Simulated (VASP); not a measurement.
**A VASP 6.6.1 single-point calculation on GaN**

INCAR

```
IBRION = -1
ISMEAR = 0
ALGO = Normal
LASPH = .TRUE.
LCHARG = .FALSE.
NELM = 55
NBANDS = 16
NSW = 0
LMAXMIX = 6
EDIFF = 1E-7
LREAL = .FALSE.
ISIF = 2
ENCUT = 520
SIGMA = 0.01
LWAVE = .FALSE.
METAGGA = R2SCAN
PREC = Accurate
```

KPOINTS

```
KPOINTS created by Atomic Simulation Environment
0
Monkhorst-Pack
10 10 10
0 0 0
```

POSCAR

```
Ga N
 1.0000000000000000
     0.0000000000000000    2.1589944394999998    2.1589944394999998
     2.1589944394999998    0.0000000000000000    2.1589944394999998
     2.1589944394999998    2.1589944394999998    0.0000000000000000
 Ga  N
   1   1
Cartesian
  0.0000000000000000  0.0000000000000000  0.0000000000000000
  1.0794972197499999  1.0794972197499999  1.0794972197499999
```

The recommended PBE PAW datasets give the neutral cell 18 valence electrons.

Command

```
mpirun -np 1 vasp_std
```

OSZICAR

```
N       E                     dE             d eps       ncg     rms          rms(c)
DAV:   1     0.652338600278E+02    0.65234E+02   -0.96516E+03  4056   0.215E+03
DAV:   2    -0.217143414629E+02   -0.86948E+02   -0.81928E+02  3968   0.331E+02
DAV:   3    -0.266663456921E+02   -0.49520E+01   -0.49363E+01  4104   0.681E+01
DAV:   4    -0.267190061846E+02   -0.52660E-01   -0.52655E-01  4376   0.734E+00
DAV:   5    -0.267196413404E+02   -0.63516E-03   -0.63515E-03  4144   0.730E-01    0.773E+00
DAV:   6    -0.215702386133E+02    0.51494E+01   -0.35055E+00  5368   0.450E+01    0.264E+00
DAV:   7    -0.216333885708E+02   -0.63150E-01   -0.59709E-01  4096   0.764E+00    0.186E+00
DAV:   8    -0.216434899071E+02   -0.10101E-01   -0.31680E-02  4704   0.485E+00    0.335E-01
DAV:   9    -0.216426772928E+02    0.81261E-03   -0.10099E-02  5136   0.242E+00    0.119E-01
DAV:  10    -0.216427393197E+02   -0.62027E-04   -0.77456E-04  4192   0.274E-01    0.895E-02
DAV:  11    -0.216427707408E+02   -0.31421E-04   -0.35028E-04  4176   0.200E-01    0.559E-02
DAV:  12    -0.216427462213E+02    0.24519E-04   -0.66075E-05  4504   0.111E-01    0.146E-02
DAV:  13    -0.216427467749E+02   -0.55367E-06   -0.49710E-06  4064   0.240E-02    0.443E-03
DAV:  14    -0.216427473002E+02   -0.52530E-06   -0.20037E-07  3944   0.722E-03    0.177E-03
DAV:  15    -0.216427475718E+02   -0.27152E-06   -0.56419E-08  2408   0.538E-03    0.527E-04
DAV:  16    -0.216427476856E+02   -0.11386E-06   -0.40019E-08  2072   0.207E-03    0.186E-04
DAV:  17    -0.216427477110E+02   -0.25401E-07   -0.84383E-09  1936   0.104E-03
   1 F= -.21642748E+02 E0= -.21642748E+02  d E =-.832822-119
```

From OUTCAR

```
k-points           NKPTS =    110   k-points in BZ     NKDIM =    110   number of bands    NBANDS=     16

   NELECT =      18.0000    total number of electrons

   dimension x,y,z NGX =    24 NGY =   24 NGZ =   24
   dimension x,y,z NGXF=    48 NGYF=   48 NGZF=   48

  energy-cutoff  :      520.00
  volume of cell :       20.13
      direct lattice vectors                 reciprocal lattice vectors
     0.000000000  2.158994439  2.158994439    -0.231589295  0.231589295  0.231589295
     2.158994439  0.000000000  2.158994439     0.231589295 -0.231589295  0.231589295
     2.158994439  2.158994439  0.000000000     0.231589295  0.231589295 -0.231589295

 k-points in reciprocal lattice and weights: KPOINTS created by Atomic Simulation Env
   0.05000000  0.05000000  0.05000000       0.002
   0.15000000  0.05000000  0.05000000       0.006
   0.25000000  0.05000000  0.05000000       0.006
   0.35000000  0.05000000  0.05000000       0.006
   0.45000000  0.05000000  0.05000000       0.006
  -0.45000000  0.05000000  0.05000000       0.006
  -0.35000000  0.05000000  0.05000000       0.006
  -0.25000000  0.05000000  0.05000000       0.006
   ...

 E-fermi :   6.6494

 k-point     1 :       0.0500    0.0500    0.0500
  band No.  band energies     occupation
      1     -11.3795      2.00000
      2      -7.4852      2.00000
      3      -7.4852      2.00000
      4      -7.4829      2.00000
      5      -6.9763      2.00000
      6      -6.9763      2.00000
      7       6.2030      2.00000
      8       6.4871      2.00000
      9       6.4871      2.00000
     10       9.7371      0.00000
     11      18.2288      0.00000
     12      18.4278      0.00000
     13      18.4278      0.00000
     14      26.5869      0.00000
     15      26.6098      0.00000
     16      26.6098      0.00000

 k-point     2 :       0.1500    0.0500    0.0500
  band No.  band energies     occupation
      1     -11.1988      2.00000
      2      -7.4628      2.00000
      3      -7.4549      2.00000
      4      -7.4351      2.00000
      5      -6.9859      2.00000
      6      -6.9710      2.00000
      7       5.0507      2.00000
      8       6.1151      2.00000
      9       6.4167      2.00000
     10      10.6146      0.00000
     11      17.6393      0.00000
     12      18.6436      0.00000
     13      18.6719      0.00000
     14      24.7630      0.00000
     15      25.1637      0.00000
     16      27.1138      0.00000

 k-point     3 :       0.2500    0.0500    0.0500
  band No.  band energies     occupation
      1     -10.8113      2.00000
      2      -7.4136      2.00000
      3      -7.4049      2.00000
      4      -7.2590      2.00000
      5      -6.9889      2.00000
      6      -6.9581      2.00000
      7       3.0374      2.00000
      8       5.6982      2.00000
      9       6.1265      2.00000
     10      11.7308      0.00000
     11      16.9174      0.00000
     12      18.7373      0.00000
     13      18.8944      0.00000
     14      24.1301      0.00000
     15      24.6100      0.00000
     16      26.2448      0.00000

 ...

  Total        4.1231976      4.1231976      4.1231976     -0.0000000     -0.0000000      0.0000000
  in kB      328.2163115    328.2163115    328.2163115     -0.0000000     -0.0000000      0.0000000
  external PRESSURE =     328.2163115 kB  Pullay stress =       0.0000000 kB

 POSITION                                       TOTAL-FORCE (eV/Angst)
 -----------------------------------------------------------------------------------
      0.00000      0.00000      0.00000        -0.000000     -0.000000     -0.000000
      1.07950      1.07950      1.07950         0.000000      0.000000      0.000000
 -----------------------------------------------------------------------------------
    total drift:                                0.000010      0.000010      0.000010

  FREE ENERGIE OF THE ION-ELECTRON SYSTEM (eV)
  ---------------------------------------------------
  free  energy   TOTEN  =       -21.6427477110 eV

  energy  without entropy=      -21.6427477110  energy(sigma->0) =      -21.64274771
```

It converged. Results: gap between bands v and c on the k mesh 3.25 eV; least direct gap on the k mesh 3.25 eV; pressure 32.8 GPa. Band v is the last that the valence electrons fill when counted band by band, and c is the next.

The shifted mesh misses Γ, so a band edge there is missed.

For comparison, a separate r²SCAN run of the intended cell, on usual settings and not on those above, gives a gap of 2.97 eV on its mesh and a pressure of 32.8 GPa.

The run above took about 97 s on one core of a shared host (Intel Xeon Platinum 8488C) and held 0.17 GiB at most.
